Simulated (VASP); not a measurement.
# Al (Fm-3m) in VASP: further runs, part 2 of 2

VASP 6.6.1.

## 4. Single point, PBE (grid = ENCUT=400 dk=0.35 cell=3x3x3 ISMEAR=1 SIGMA=0.02 LREAL=Auto EDIFF=1e-06)

Input file INCAR:

```
SYSTEM = Al
  PREC = Accurate
  ENCUT = 400
  EDIFF = 1E-6
  ISMEAR = 1
  SIGMA = 0.02
  LREAL = Auto
  LASPH = .TRUE.
  NELM = 120
  ALGO = Fast
  ISIF = 2
  LWAVE = .FALSE.
  LCHARG = .FALSE.
  GGA = PE
  NBANDS = 68
```

Input file KPOINTS:

```
Automatic mesh
0
G
  3 3 3
  0 0 0
```

Input file POSCAR:

```
Al
1.0
    0.0000000000      6.0744150000      6.0744150000
    6.0744150000      0.0000000000      6.0744150000
    6.0744150000      6.0744150000      0.0000000000
Al
27
Direct
    0.0000000000      0.0000000000      0.0000000000
    0.0000000000      0.0000000000      0.3333333333
    0.0000000000      0.0000000000      0.6666666667
    0.0000000000      0.3333333333      0.0000000000
    0.0000000000      0.3333333333      0.3333333333
    0.0000000000      0.3333333333      0.6666666667
    0.0000000000      0.6666666667      0.0000000000
    0.0000000000      0.6666666667      0.3333333333
    0.0000000000      0.6666666667      0.6666666667
    0.3333333333      0.0000000000      0.0000000000
    0.3333333333      0.0000000000      0.3333333333
    0.3333333333      0.0000000000      0.6666666667
    0.3333333333      0.3333333333      0.0000000000
    0.3333333333      0.3333333333      0.3333333333
    0.3333333333      0.3333333333      0.6666666667
    0.3333333333      0.6666666667      0.0000000000
    0.3333333333      0.6666666667      0.3333333333
    0.3333333333      0.6666666667      0.6666666667
    0.6666666667      0.0000000000      0.0000000000
    0.6666666667      0.0000000000      0.3333333333
    0.6666666667      0.0000000000      0.6666666667
    0.6666666667      0.3333333333      0.0000000000
    0.6666666667      0.3333333333      0.3333333333
    0.6666666667      0.3333333333      0.6666666667
    0.6666666667      0.6666666667      0.0000000000
    0.6666666667      0.6666666667      0.3333333333
    0.6666666667      0.6666666667      0.6666666667
```

Potentials or basis: VASP PAW PBE potentials, release 64 (Al).

Launch:

```bash
$ cat potpaw_PBE.64/Al/POTCAR > POTCAR
$ mpirun -np 1 vasp_std > vasp.out
```

OUTCAR:

```text
SYSTEM = Al
   PREC = Accurate
   ENCUT = 400
   EDIFF = 1E-6
   ISMEAR = 1
   LREAL = Auto
   LASPH = .TRUE.
   NELM = 120
   ISIF = 2
   GGA = PE

 Found      4 irreducible k-points:

 Following reciprocal coordinates:
            Coordinates               Weight
  0.000000  0.000000  0.000000      1.000000
  0.333333  0.000000  0.000000      8.000000
  0.333333  0.333333  0.000000      6.000000
 -0.333333  0.333333  0.000000     12.000000
   k-points           NKPTS =      4   k-points in BZ     NKDIM =      4   number of bands    NBANDS=     68
   number of dos      NEDOS =    301   number of ions     NIONS =     27
   total plane-waves  NPLWV = 175616
   dimension x,y,z NGX =    56 NGY =   56 NGZ =   56
   dimension x,y,z NGXF=   112 NGYF=  112 NGZF=  112
   ions per type =              27
   NGX,Y,Z   is equivalent  to a cutoff of  10.84, 10.84, 10.84 a.u.
   NGXF,Y,Z  is equivalent  to a cutoff of  21.67, 21.67, 21.67 a.u.
 SYSTEM =  Al
   PREC   = accura    normal or accurate (medium, high low for compatibility)
   ISTART =      0    job   : 0-new  1-cont  2-samecut
   ICHARG =      2    charge: 1-file 2-atom 10-const
   ISPIN  =      1    spin polarized calculation?
   LNONCOLLINEAR =      F non collinear calculations
   LSORBIT =      F    spin-orbit coupling
   LASPH  =      T    aspherical Exc in radial PAW
   ENCUT  =  400.0 eV  29.40 Ry    5.42 a.u.  14.01 14.01 14.01*2*pi/ulx,y,z
   NELM   =    120;   NELMIN=  2; NELMDL= -5     # of ELM steps
   EDIFF  = 0.1E-05   stopping-criterion for ELM
   LREAL  =      T    real-space projection
   EDIFFG = 0.1E-04   stopping-criterion for IOM
   NSW    =      0    number of steps for IOM
[... 5 lines left out ...]
   TEBEG  =    0.0;   TEEND  =   0.0 temperature during run
   PSTRESS=    0.0 pullay stress
   NELECT =      81.0000    total number of electrons
   NUPDOWN=      -1.0000    fix difference up-down
   EMIN   =  10.00;   EMAX   =-10.00  energy-range for DOS
   EFERMI =   0.00;   METHOD = LEGACY
   ISMEAR =     1;   SIGMA  =   0.02  broadening in eV -4-tet -1-fermi 0-gaus
   EFERMI_NEDOS =   21; number of points for ismear=-14 and -15
   IALGO  =     68    algorithm
   IMIX   =      4    mixing-type and parameters
     AMIX     =   0.40;   BMIX     =  1.00
     AMIX_MAG =   1.60;   BMIX_MAG =  1.00
  volume/ion in A,a.u.               =      16.60       112.04
  Fermi-wavevector in a.u.,A,eV,Ry     =   0.925526  1.748991 11.654733  0.856599
  Thomas-Fermi vector in A             =   2.051390
   LORBIT       =      0    0 simple, 1 ext, 2 COOP (PROOUT), +10 PAW based schemes
   GGA     = PE    functional components
   LHFCALC =     F    Hartree Fock is set to
   AEXX    =    0.0000 exact exchange contribution
   IVDW    =     0    specifies the selected vdW correction
   LEPSILON=     F    determine dielectric tensor
   LRPA    =     F    only Hartree local field effects (RPA)
 non-spin polarized calculation
 RMM-DIIS sequential band-by-band and
 Methfessel and Paxton  Order N= 1 SIGMA  =   0.02
  energy-cutoff  :      400.00
  volume of cell :      448.27
 maximum number of plane-waves:      8154
   NGX = 29   NGY = 29   NGZ = 29

 number of electron      81.0000000 magnetization

 Free energy of the ion-electron system (eV)
  ---------------------------------------------------
  ext. energy  EPLUGINS =         0.00000000
  ---------------------------------------------------
  free energy    TOTEN  =      -100.28768525 eV

  energy without entropy =     -100.27932715  energy(sigma->0) =     -100.28489922

 E-fermi :   7.9391     XC(G=0): -10.1733

 val. band max:        7.7997348044   @ k =   0.3333   0.3333   0.0000
 cond. band min:       7.9439185824   @ k =  -0.3333   0.3333   0.0000
 fundamental gap:      0.1441837781
 Fermi energy:         7.9390898242

 k-point     1 :       0.0000    0.0000    0.0000
  band No.  band energies     occupation
      1      -3.1552      2.00000
      2      -0.1770      2.00000
      3      -0.1770      2.00000
      4      -0.1770      2.00000
      5      -0.1770      2.00000
      6      -0.1770      2.00000
[... 44 lines left out ...]
     51       8.3203     -0.00000
     52       8.4304      0.00000
[... 163 lines left out ...]
     51       9.7559      0.00000
     52       9.7559      0.00000
 [bands above 52 left out]

------------------------ aborting loop because EDIFF is reached ----------------------------------------

  FORCE on cell =-STRESS in cart. coord.  units (eV):
  Direction    XX          YY          ZZ          XY          YZ          ZX
  --------------------------------------------------------------------------------------
  -------------------------------------------------------------------------------------
  Total       -0.6010409     -0.6010409     -0.6010409     -0.0000000     -0.0000000      0.0000000
  in kB       -2.1481830     -2.1481830     -2.1481830     -0.0000000     -0.0000000      0.0000000
  external PRESSURE =      -2.1481830 kB  Pullay stress =       0.0000000 kB

 VOLUME and BASIS-vectors are now :
 -----------------------------------------------------------------------------
  energy-cutoff  :      400.00
  volume of cell :      448.27
      direct lattice vectors                 reciprocal lattice vectors
     0.000000000  6.074415000  6.074415000    -0.082312453  0.082312453  0.082312453
     6.074415000  0.000000000  6.074415000     0.082312453 -0.082312453  0.082312453
     6.074415000  6.074415000  0.000000000     0.082312453  0.082312453 -0.082312453

 POSITION                                       TOTAL-FORCE (eV/Angst)
 -----------------------------------------------------------------------------------
      0.00000      0.00000      0.00000        -0.000000     -0.000000     -0.000000
      2.02480      2.02480      0.00000         0.000000      0.000000     -0.000000
      4.04961      4.04961      0.00000        -0.000000     -0.000000     -0.000000
      2.02480      0.00000      2.02480         0.000000      0.000000      0.000000
      4.04961      2.02480      2.02480         0.000000      0.000000     -0.000000
      6.07442      4.04961      2.02480         0.000000     -0.000000      0.000000
[... 19 lines left out ...]
      6.07442      6.07442      8.09922        -0.000000     -0.000000      0.000000
      8.09922      8.09922      8.09922         0.000000      0.000000      0.000000
 -----------------------------------------------------------------------------------
    total drift:                               -0.000000      0.000000     -0.000000

  FREE ENERGIE OF THE ION-ELECTRON SYSTEM (eV)
  ---------------------------------------------------
  free  energy   TOTEN  =      -100.2876852495 eV

  energy  without entropy=     -100.2793271511  energy(sigma->0) =     -100.28489922
```

OSZICAR:

```text
N       E                     dE             d eps       ncg     rms          rms(c)
DAV:   1     0.699941134439E+02    0.69994E+02   -0.23421E+04   544   0.766E+02
DAV:   2    -0.926358758901E+02   -0.16263E+03   -0.15114E+03   644   0.118E+02
DAV:   3    -0.100770945306E+03   -0.81351E+01   -0.78654E+01   664   0.213E+01
DAV:   4    -0.100878203696E+03   -0.10726E+00   -0.10593E+00   640   0.280E+00
DAV:   5    -0.100879400165E+03   -0.11965E-02   -0.11960E-02   632   0.331E-01    0.671E+00
RMM:   6    -0.100538635969E+03    0.34076E+00   -0.38352E-02   549   0.599E-01    0.394E+00
RMM:   7    -0.100288919007E+03    0.24972E+00   -0.10782E-01   571   0.963E-01    0.521E-01
RMM:   8    -0.100287668893E+03    0.12501E-02   -0.43057E-03   593   0.223E-01    0.550E-02
RMM:   9    -0.100287709728E+03   -0.40835E-04   -0.66295E-04   618   0.958E-02    0.694E-02
RMM:  10    -0.100287713148E+03   -0.34205E-05   -0.87585E-05   625   0.339E-02    0.241E-01
RMM:  11    -0.100287693035E+03    0.20113E-04   -0.26206E-05   627   0.162E-02    0.942E-02
RMM:  12    -0.100287686380E+03    0.66553E-05   -0.63478E-06   557   0.932E-03    0.282E-02
RMM:  13    -0.100287685283E+03    0.10970E-05   -0.16738E-06   397   0.429E-03    0.189E-02
RMM:  14    -0.100287685249E+03    0.33681E-07   -0.56187E-07   338   0.294E-03
   1 F= -.10028769E+03 E0= -.10028490E+03  d E =-.835810E-02
```

stdout:

```text
POSCAR found type information on POSCAR Al
 POSCAR found :  1 types and      27 ions
 scaLAPACK will be used
 LDA part: xc-table for (Slater+PW92), standard interpolation
 POSCAR, INCAR and KPOINTS ok, starting setup
 FFT: planning ... GRIDC
 FFT: planning ... GRID_SOFT
 FFT: planning ... GRID
 WAVECAR not read
 entering main loop
```

Run time: 2.3 min. Hardware: 1 thread of Intel Xeon Platinum 8488C (Sapphire Rapids), shared host; peak memory 0.4 GiB.

The run converged, but some of its settings lie outside the range that counts as converged, so its numbers aren't taken as properties of the crystal.

Results:

```yaml
Free_energy: -100.2877 eV
Pressure: -0.2 GPa
Band_gap_on_the_k_mesh: none (metal or under the smearing width)
```

## 5. Single point, PBE (grid = ENCUT=460 dk=0.35 cell=3x3x3 ISMEAR=1 SIGMA=0.1 LREAL=Auto EDIFF=1e-06)

Edit INCAR of step 4 so:

```diff
@@ -2,6 +2,6 @@
   PREC = Accurate
-  ENCUT = 400
+  ENCUT = 460
   EDIFF = 1E-6
   ISMEAR = 1
-  SIGMA = 0.02
+  SIGMA = 0.1
   LREAL = Auto
```

KPOINTS is that of step 4.

POSCAR is that of step 4.

Launch:

```bash
$ cat potpaw_PBE.64/Al/POTCAR > POTCAR
$ mpirun -np 1 vasp_std > vasp.out
```

Wall time 2.1 min (1 thread of Intel Xeon Platinum 8488C (Sapphire Rapids), shared host); peak memory 0.46 GiB.

These settings aren't checked as converged: the numbers below hold their error.

What came out:

```yaml
Free_energy: -100.3329 eV
Pressure: -0.2 GPa
Band_gap_on_the_k_mesh: none (metal or under the smearing width)
```

## 6. For comparison

An earlier run on the cell as given: functional PBE; potentials or basis VASP PAW PBE potentials, release 64 (Al); cutoff 520 eV; k mesh 11 × 11 × 11; occupations fermi-dirac, width 0.05 eV; no spin polarisation.

* Pressure: -0.5 GPa
* Band gap on the k mesh: none (metal or under the smearing width)
